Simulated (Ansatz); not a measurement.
Here is an Ansatz 0.2.0 calculation.

The input input.yaml:

```yaml
crystal:
  lattice:
    - [0.0, 3.365, 3.365]
    - [3.365, 0.0, 3.365]
    - [3.365, 3.365, 0.0]
  atoms:
    - { symbol: Co, position: [0.75, 0.75, 0.75], spin: 1.5 }
    - { symbol: Co, position: [0.5, 0.5, 0.5], spin: 1.5 }
    - { symbol: Ti, position: [0.125, 0.625, 0.125], spin: 0.75 }
    - { symbol: Ti, position: [0.125, 0.125, 0.625], spin: 0.75 }
    - { symbol: Ti, position: [0.625, 0.125, 0.125], spin: 0.75 }
    - { symbol: Ti, position: [0.125, 0.125, 0.125], spin: 0.75 }
hamiltonian:
  xc: pbesol
  pseudopotentials: { kind: paw }
magnetization:
  spin_polarized: true
  initial_magnetization: 6.0
  spin_locking: { lock_magnetization: hard }
kpoints:
  mp_grid: { grid: [6, 6, 6] }
scf:
  occupations: { method: fermi_dirac, width: 0.05 }
  lower_state_search: "off"
output:
  forces: true
  stress: true
  eigenvalues: true
```

Potentials or basis: Ansatz PAW.

Launch:

```sh
$ ansatz run input.yaml --threads 2 --pin off --max-ram 5632MiB --backend cpu --events-out ev --progress --plain --runs-dir out
```

(1) Predict the pressure.

Results:

(1) 22.5 GPa.

Caveat: the total moment is fixed, so each spin has its own Fermi level; the PAW data sets come from PBE, with cores solved anew for the run's functional, which leaves a small shift of forces and pressure; the thresholds are loose for stress.
